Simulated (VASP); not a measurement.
Input of a VASP 6.6.1 run:

INCAR

```
SYSTEM = Sn
PREC = Accurate
ENCUT = 520
EDIFF = 1E-7
ISMEAR = 0
SIGMA = 0.02
LREAL = .False.
LASPH = .True.
NELM = 80
ALGO = Normal
ISIF = 3
LWAVE = .False.
LCHARG = .False.
GGA = PS
IBRION = 2
NSW = 80
EDIFFG = -0.002
KPAR = 4
```

The input KPOINTS:

```
regular mesh
0
Gamma
  8 8 8
  0 0 0
```

POSCAR

```
Sn                                      
1.0
    0.0000000000      3.2676089742      3.2676089742
    3.2676089742      0.0000000000      3.2676089742
    3.2676089742      3.2676089742      0.0000000000
  Sn            
     2
Direct
     0.0000000000000000    0.0000000000000000    0.0000000000000000
     0.2500000000000000    0.2500000000000000    0.2500000000000000
```

Potentials or basis: VASP PAW PBE potentials, release 64 (Sn_d).

The run is started by

```console
$ cat potpaw_PBE.64/Sn_d/POTCAR > POTCAR
$ mpirun -np 4 vasp_std > vasp.out
```

Problem. Estimate the band gap on the k mesh.

Solution. None (metal or under the smearing width).

Final structure:
```cif
data_structure
_symmetry_space_group_name_H-M 'P 1'
_symmetry_Int_Tables_number 1
_cell_length_a 4.6211
_cell_length_b 4.6211
_cell_length_c 4.6211
_cell_angle_alpha 60.000
_cell_angle_beta 60.000
_cell_angle_gamma 60.000
_cell_volume 69.78
loop_
_atom_site_label
_atom_site_type_symbol
_atom_site_fract_x
_atom_site_fract_y
_atom_site_fract_z
_atom_site_occupancy
Sn1 Sn 0.00000 0.00000 0.00000 1
Sn2 Sn 0.25000 0.25000 0.25000 1
```

Caveat: the relaxation stopped at its first step, so nothing moved.
